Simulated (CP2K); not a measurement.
Runs of CP2K 2026.2 on C. It takes space group P6_3/mmc (No. 194, hexagonal). Conventional cell: a = 2.522 Å, b = 2.522 Å, c = 8.237 Å, α = 90.00°, β = 90.00°, γ = 120.00°. C (site symmetry 3m) is surrounded by 4 C at 1.54 Å. C (site symmetry 3m) has 4 C at 1.54 Å as nearest neighbours. This is a hexagonal form of diamond, not graphite.

| level | gap on the mesh (eV) | pressure (GPa) | largest force (eV/Å) |
| --- | --- | --- | --- |
| WC | 4.88 | 1.4 | 0.35 |
| LDA | (d) | (b) | 0.35 |
| PW91 | 5.00 | 4.9 | 0.34 |
| RPBE | 5.04 | (c) | 0.34 |
| TASK | 5.00 | 10.5 | (a) |
| PBEsol | 4.84 | 0.9 | 0.34 |

Alike in all rows: task atomic charges; potentials or basis POTENTIAL_UZH C GTH-PBE-q4; DZVP-MOLOPT-PBE-GTH basis; no spin polarisation; cell as given; k mesh 9 × 9 × 3; smearing fermi-dirac 0.05 eV.

Estimate the missing entries.

(a) 0.40; (b) 0.7; (c) 5.7; (d) 4.80.

Caveats: the potentials were made for another functional, which shifts forces and pressure; an odd mesh through Γ misses points on the zone boundary, where band edges often lie; the basis of atomic orbitals isn't converged, which shifts pressures, moduli and gaps.

Runs at the PBE level aren't shown here.
